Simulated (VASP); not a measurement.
Write the native input for VASP 6.6.1 that does the following.

```
Task                               : band structure
Functional                         : HF
Potentials or basis                : VASP PAW PBE potentials, release 64 (Cd, O)
Cutoff                             : 520 eV
k mesh                             : 5 × 5 × 5
Occupations                        : fermi-dirac, width 0.05 eV
Spin                               : no spin polarisation
Grid for exact exchange (PRECFOCK) : Fast
Exchange at q = 0                  : truncated
Further INCAR settings             : ALGO = Normal; EDIFF = 1e-06
```

CdO (Monteponite):

```
CELL_PARAMETERS angstrom
0.00000 2.34950 2.34950
2.34950 0.00000 2.34950
2.34950 2.34950 0.00000
ATOMIC_POSITIONS crystal
Cd 0.00000 0.00000 0.00000
O 0.50000 0.50000 0.50000
```

These files were run (other wordings do the same):

POSCAR

```
CdO
1.0
    0.0000000000      2.3495000000      2.3495000000
    2.3495000000      0.0000000000      2.3495000000
    2.3495000000      2.3495000000      0.0000000000
Cd O
1 1
Direct
    0.0000000000      0.0000000000      0.0000000000
    0.5000000000      0.5000000000      0.5000000000
```

INCAR.step1

```
ALGO = Normal
EDIFF = 1E-5
ENCUT = 520
GGA = PE
ISIF = 2
ISMEAR = -1
LASPH = T
LCHARG = F
LREAL = F
LWAVE = T
NELM = 60
PREC = Accurate
SIGMA = 0.05
```

INCAR.step2

```
AEXX = 1.0
AGGAC = 0.0
ALDAC = 0.0
ALGO = Normal
EDIFF = 1E-6
ENCUT = 520
GGA = PE
HFRCUT = -1
ISIF = 2
ISMEAR = -1
ISTART = 1
LASPH = T
LCHARG = F
LHFCALC = T
LREAL = F
LWAVE = F
NELM = 60
PREC = Accurate
PRECFOCK = Fast
SIGMA = 0.05
```

KPOINTS

```
k-points
0
Gamma
  5 5 5
```

KPOINTS_OPT

```
path GXWKGLUWLK,UX
12
line-mode
reciprocal
 0.0000000000  0.0000000000  0.0000000000  G
 0.5000000000  0.0000000000  0.5000000000  X

 0.5000000000  0.0000000000  0.5000000000  X
 0.5000000000  0.2500000000  0.7500000000  W

 0.5000000000  0.2500000000  0.7500000000  W
 0.3750000000  0.3750000000  0.7500000000  K

 0.3750000000  0.3750000000  0.7500000000  K
 0.0000000000  0.0000000000  0.0000000000  G

 0.0000000000  0.0000000000  0.0000000000  G
 0.5000000000  0.5000000000  0.5000000000  L

 0.5000000000  0.5000000000  0.5000000000  L
 0.6250000000  0.2500000000  0.6250000000  U

 0.6250000000  0.2500000000  0.6250000000  U
 0.5000000000  0.2500000000  0.7500000000  W

 0.5000000000  0.2500000000  0.7500000000  W
 0.5000000000  0.5000000000  0.5000000000  L

 0.5000000000  0.5000000000  0.5000000000  L
 0.3750000000  0.3750000000  0.7500000000  K

 0.6250000000  0.2500000000  0.6250000000  U
 0.5000000000  0.0000000000  0.5000000000  X
```

Potentials or basis: VASP PAW PBE potentials, release 64 (Cd, O).

Run with:

```sh
$ cat potpaw_PBE.64/Cd/POTCAR potpaw_PBE.64/O/POTCAR > POTCAR
$ cp INCAR.step1 INCAR
$ mpirun -np 1 vasp_std > vasp.out
$ cp INCAR.step2 INCAR
$ mpirun -np 1 vasp_std > vasp.out
```

It gave:

```
Pressure                : 5.7 GPa
Band gap on the k mesh  : 9.24 eV, indirect (least direct gap 10.58 eV)
Band gap along the path : 9.12 eV, indirect (least direct gap 10.58 eV)
```

Caveat: the k mesh is coarse (spacing up to 0.46 Å⁻¹), so the values aren't converged, least of all with exact exchange; the PAW data sets were made with another functional, which shifts forces and pressure a little; the mesh misses the band edges, which the band path finds closer together.

It took 16 min on 1 thread of Intel(R) Xeon(R) Platinum 8488C (Sapphire Rapids) (shared host), peak memory 0.19 GiB.
